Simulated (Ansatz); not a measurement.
# armchair BAs nanoribbon (N = 7, H edges): bands under strain, part 3 of 3

Wanted: the relaxed geometry and the bands of the armchair BAs nanoribbon (N = 7, H edges).

Ansatz 0.2.0; DFT PBE, plane waves, PAW; relaxation of a wire's period (the session's first sound run).

So far, band gap (eV): step 3 (the wire at its relaxed period) 1.24; step 4 (relaxing the atoms, period over the relaxed period 0.96, k-mesh …) 1.22; step 5 (relaxing the atoms, period over the relaxed period 0.98, k-mesh …) 1.28.

## Step 6: At a strained period, period over the relaxed period 1.02, k-mesh 1×1×11

Level of this step: DFT PBE, plane waves, PAW; relaxation at a fixed period (Ansatz).

The period is set to 1.02 times the relaxed one and the atoms relax within it: strain changes bond lengths and angles, which shifts the bands against each other. Against the first PBE run of this kind, the mesh along the wire has 11 points against 14.

The cell differs from the one that the last finished run ended in (c 5.757 → 5.992 Å).

Input file input.yaml:

```yaml
crystal:
  lattice:
    - [19.783, 0.0, 0.0]
    - [0.0, 7.0, 0.0]
    - [0.0, 0.0, 5.9924860445]
  atoms:
    - { symbol: B, position: [0.24293666, 0.5, 0.999950388] }
    - { symbol: B, position: [0.414297865, 0.5, 0.002168047] }
    - { symbol: B, position: [0.585678628, 0.5, 0.002168047] }
    - { symbol: B, position: [0.757039833, 0.5, 0.999950388] }
    - { symbol: As, position: [0.247182548, 0.5, 0.324452889] }
    - { symbol: As, position: [0.414561024, 0.5, 0.335619728] }
    - { symbol: As, position: [0.585415469, 0.5, 0.335619728] }
    - { symbol: As, position: [0.752793945, 0.5, 0.324452889] }
    - { symbol: H, position: [0.18176689, 0.5, 0.454450891] }
    - { symbol: H, position: [0.818209603, 0.5, 0.454450891] }
    - { symbol: B, position: [0.329440852, 0.5, 0.503728576] }
    - { symbol: B, position: [0.499988246, 0.5, 0.503658688] }
    - { symbol: B, position: [0.670535641, 0.5, 0.503728576] }
    - { symbol: As, position: [0.328739863, 0.5, 0.837414989] }
    - { symbol: As, position: [0.499988246, 0.5, 0.835746666] }
    - { symbol: As, position: [0.67123663, 0.5, 0.837414989] }
    - { symbol: H, position: [0.190053747, 0.5, 0.902273717] }
    - { symbol: H, position: [0.809922746, 0.5, 0.902273717] }
kpoints:
  mp_grid: { grid: [1, 1, 11] }
  band_path: { path: ["Γ", Z], npoints: 90 }
scf:
  occupations: { method: fermi_dirac, width: 0.05 }
hamiltonian:
  xc: pbe
relax:
  max_steps: 40
  f_tol: 0.02
output:
  stress: true
```

Started as:

```sh
$ ansatz run input.yaml --threads 4 --pin off --max-ram 16384MiB --backend cpu --events-out ev --progress --plain --runs-dir out
```

Numbers of over 12 decimals in the logs are rounded to 6 here.

What it wrote:

```text
[...]
Crystal: 18 atoms, lattice volume = 829.845 Å³
Basis set: ecut = 420 eV, 16213 PW (Γ), exchange–correlation on 270×96×90 points (8 copies of the dense FFT grid, shifted against one another)
Bands: 83, of which v1, the nominal top of the filled ones, is band 65 counted from 1 (64 counted from 0)
Symmetry: 4 space group operations
[...]
- { symbol: H, position: [0.817340, 0.5, 0.444407] }
    - { symbol: B, position: [0.330304, 0.5, 0.504874] }
    - { symbol: B, position: [0.499988, 0.5, 0.504527] }
    - { symbol: B, position: [0.669673, 0.5, 0.504874] }
    - { symbol: As, position: [0.329558, 0.5, 0.836033] }
    - { symbol: As, position: [0.499988, 0.5, 0.834737] }
    - { symbol: As, position: [0.670418, 0.5, 0.836033] }
    - { symbol: H, position: [0.191081, 0.5, 0.912037] }
    - { symbol: H, position: [0.808895, 0.5, 0.912037] }
[key lines of the parts left out:]
SCF converged after 2 iterations
Free energy (F): -35141.867392 eV
Fermi energy:    -0.574401 eV
P = ⅓ Tr σ = -0.3982 GPa (-3.982 kbar)
```

Run time: 2 min. Hardware: 4 threads of Arm Neoverse V2, shared host; peak memory 3.8 GiB.

The steps of the relaxation:

```
step  energy less that of the first step (eV)  largest force component (eV/Å)
   1                                   0.0000                          0.3056
   2                                  -0.0306                          0.1115
   3                                  -0.0342                          0.0190
   4                                  -0.0342                          0.0190
```

Forces are held to the 4 operations that the run works with; a distortion that breaks them can't arise in this run.

The atoms that moved most (Å):

```
atom      dx     dy      dz  length
 H10  -0.017  0.000  -0.060   0.063
  H9   0.017  0.000  -0.060   0.063
 H18  -0.020  0.000   0.059   0.062
 H17   0.020  0.000   0.059   0.062
  B4  -0.037  0.000   0.017   0.041
  B1   0.037  0.000   0.017   0.041
 As8  -0.037  0.000  -0.011   0.038
 As5   0.037  0.000  -0.011   0.038
```

Final coordinates:

```xyz
18
Lattice="19.7830 0.0000 0.0000 0.0000 7.0000 0.0000 0.0000 0.0000 5.9925" Properties=species:S:1:pos:R:3
B     4.8430    3.5000    6.0089
B     8.2041    3.5000    0.0177
B    11.5784    3.5000    0.0177
B    14.9396    3.5000    6.0089
As    4.9268    3.5000    1.9330
As    8.2100    3.5000    2.0047
As   11.5725    3.5000    2.0047
As   14.8558    3.5000    1.9330
H     3.6131    3.5000    2.6631
H    16.1694    3.5000    2.6631
B     6.5344    3.5000    3.0254
B     9.8913    3.5000    3.0234
B    13.2481    3.5000    3.0254
As    6.5197    3.5000    5.0099
As    9.8913    3.5000    5.0021
As   13.2629    3.5000    5.0099
H     3.7802    3.5000    5.4654
H    16.0024    3.5000    5.4654
```

The electronic bands at the labelled points (eV, zero at the Fermi level; v1 is the highest filled band, c1 the lowest empty one):

```
  point     v4     v3     v2     v1    c1    c2    c3    c4
      Γ  -1.58  -1.31  -0.77  -0.58  0.59  0.64  0.95  1.80
halfway  -2.10  -1.65  -1.48  -1.11  1.07  1.47  1.69  2.04
      Z  -2.55  -2.00  -1.80  -1.43  1.27  1.73  2.09  2.11
```

The gap is 1.17 eV, against 1.24 eV under PBE at the relaxed period.

## Step 7: Strain along the wire, period over the relaxed period 1.04, k-mesh 1×1×10

The period is set to 1.04 times the relaxed one and the atoms relax within it: strain changes bond lengths and angles, which shifts the bands against each other. Against the first PBE run of this kind, the mesh along the wire has 10 points against 14.

The cell differs from the one that the last finished run ended in (c 5.992 → 6.110 Å).

input.yaml: that of step 6 with these lines changed.

```diff
@@ -4,3 +4,3 @@
     - [0.0, 7.0, 0.0]
-    - [0.0, 0.0, 5.9924860445]
+    - [0.0, 0.0, 6.1099857709]
   atoms:
@@ -25,3 +25,3 @@
 kpoints:
-  mp_grid: { grid: [1, 1, 11] }
+  mp_grid: { grid: [1, 1, 10] }
   band_path: { path: ["Γ", Z], npoints: 90 }
```

What it wrote:

```text
[...]
Crystal: 18 atoms, lattice volume = 846.117 Å³
Basis set: ecut = 420 eV, 16597 PW (Γ), exchange–correlation on 270×96×90 points (8 copies of the dense FFT grid, shifted against one another)
Bands: 83, of which v1, the nominal top of the filled ones, is band 65 counted from 1 (64 counted from 0)
Symmetry: 4 space group operations
[...]
- { symbol: H, position: [0.816473, 0.5, 0.434803] }
    - { symbol: B, position: [0.331077, 0.5, 0.506112] }
    - { symbol: B, position: [0.499988, 0.5, 0.505302] }
    - { symbol: B, position: [0.668899, 0.5, 0.506112] }
    - { symbol: As, position: [0.330338, 0.5, 0.834969] }
    - { symbol: As, position: [0.499988, 0.5, 0.834135] }
    - { symbol: As, position: [0.669638, 0.5, 0.834969] }
    - { symbol: H, position: [0.192161, 0.5, 0.920835] }
    - { symbol: H, position: [0.807815, 0.5, 0.920835] }
[key lines of the parts left out:]
SCF converged after 6 iterations
Free energy (F): -35141.635051 eV
Fermi energy:    -0.653289 eV
P = ⅓ Tr σ = -0.8719 GPa (-8.719 kbar)
```

Run time: 2 min. Hardware: 4 threads; peak memory 3.8 GiB; 8 min of CPU time.

The steps of the relaxation:

```
step  energy less that of the first step (eV)  largest force component (eV/Å)
   1                                   0.0000                          0.5159
   2                                  -0.1098                          0.1776
   3                                  -0.1213                          0.0416
   4                                  -0.1214                          0.0059
```

Forces are held to the 4 operations that the run works with; a distortion that breaks them can't arise in this run.

The atoms that moved most (Å):

```
atom      dx     dy      dz  length
 H10  -0.034  0.000  -0.120   0.125
  H9   0.034  0.000  -0.120   0.125
 H18  -0.042  0.000   0.113   0.121
 H17   0.042  0.000   0.113   0.121
  B4  -0.073  0.000   0.032   0.080
  B1   0.073  0.000   0.032   0.080
 As8  -0.073  0.000  -0.023   0.076
 As5   0.073  0.000  -0.023   0.076
```

Final coordinates:

```xyz
18
Lattice="19.7830 0.0000 0.0000 0.0000 7.0000 0.0000 0.0000 0.0000 6.1100" Properties=species:S:1:pos:R:3
B     4.8788    3.5000    6.1419
B     8.2119    3.5000    0.0219
B    11.5707    3.5000    0.0219
B    14.9037    3.5000    6.1419
As    4.9628    3.5000    1.9596
As    8.2181    3.5000    2.0396
As   11.5645    3.5000    2.0396
As   14.8197    3.5000    1.9596
H     3.6303    3.5000    2.6566
H    16.1523    3.5000    2.6566
B     6.5497    3.5000    3.0923
B     9.8913    3.5000    3.0874
B    13.2328    3.5000    3.0923
As    6.5351    3.5000    5.1016
As    9.8913    3.5000    5.0966
As   13.2475    3.5000    5.1016
H     3.8015    3.5000    5.6263
H    15.9810    3.5000    5.6263
```

The gap is 1.11 eV, against 1.24 eV under PBE at the relaxed period.

## Step 8: At a strained period, period over the relaxed period 1.06, k-mesh 1×1×10

The period is set to 1.06 times the relaxed one and the atoms relax within it: strain changes bond lengths and angles, which shifts the bands against each other. Against the first PBE run of this kind, the mesh along the wire has 10 points against 14.

The cell differs from the one that the last finished run ended in (c 6.110 → 6.227 Å).

input.yaml: that of step 7 with these lines changed.

```diff
@@ -4,3 +4,3 @@
     - [0.0, 7.0, 0.0]
-    - [0.0, 0.0, 6.1099857709]
+    - [0.0, 0.0, 6.2274854973]
   atoms:
```

What it wrote:

```text
[...]
Crystal: 18 atoms, lattice volume = 862.388 Å³
Basis set: ecut = 420 eV, 16881 PW (Γ), exchange–correlation on 270×96×90 points (8 copies of the dense FFT grid, shifted against one another)
Bands: 83, of which v1, the nominal top of the filled ones, is band 65 counted from 1 (64 counted from 0)
Symmetry: 4 space group operations
[...]
- { symbol: B, position: [0.331667, 0.500000, 0.506878] }
    - { symbol: B, position: [0.499988, 0.500000, 0.505647] }
    - { symbol: B, position: [0.668309, 0.500000, 0.506878] }
    - { symbol: As, position: [0.330917, 0.500000, 0.834147] }
    - { symbol: As, position: [0.499988, 0.500000, 0.833679] }
    - { symbol: As, position: [0.669059, 0.500000, 0.834147] }
    - { symbol: H, position: [0.193100, 0.500000, 0.929456] }
    - { symbol: H, position: [0.806876, 0.500000, 0.929456] }
[key lines of the parts left out:]
SCF converged after 2 iterations
Free energy (F): -35141.262071 eV
Fermi energy:    -0.728954 eV
P = ⅓ Tr σ = -1.3111 GPa (-13.111 kbar)
```

Elapsed: 2.1 min, on 4 threads; peak memory 3.9 GiB.

The gap is 1.06 eV, against 1.24 eV under PBE at the relaxed period.

## Step 9: The series together

Times are for 4 threads of Arm Neoverse V2, shared host. The runs compared:

```
no.  period over the relaxed period  k-mesh  free energy less the lowest (eV)  pressure (GPa)  band gap (eV)     time  memory (GiB)
  1                            0.96  1×1×11                            0.2621           1.273          1.217    2 min           3.5
  2                            0.98  1×1×11                          0.003494          0.6817          1.284    2 min           3.6
  3                            1.02  1×1×11                                 0         -0.3982          1.173    2 min           3.8
  4                            1.04  1×1×10                            0.2323         -0.8719          1.114    2 min           3.8
  5                            1.06  1×1×10                            0.6053          -1.311          1.062  2.1 min           3.9
```

## Step 10: What came out

```yaml
cell_length_pbe: 5.875 Å
gap_pbe: 1.24 eV
gap_period_scaled_by_0p96: 1.22 eV
gap_period_scaled_by_0p98: 1.28 eV
gap_period_scaled_by_1p02: 1.17 eV
gap_period_scaled_by_1p04: 1.11 eV
gap_period_scaled_by_1p06: 1.06 eV
```

**Reading.** Under PBE the cell's length is 5.87 Å, and a gap of 1.24 eV makes it a semiconductor. Strain matters: under PBE the gap goes from 1.24 eV to 1.22 eV at 0.96 times the period, 1.28 eV at 0.98 times the period, 1.17 eV at 1.02 times the period, 1.11 eV at 1.04 times the period and 1.06 eV at 1.06 times the period.

[Logs are printed without paths, hosts, clocks, repeated set-up lines and the standing remarks that a program may print on its own settings, such as how far it seeks lower states.]

[Hosts, paths, dates, database ids (printed as entryN), source tags and the programs' standing remarks are cut or masked in the printed files.]
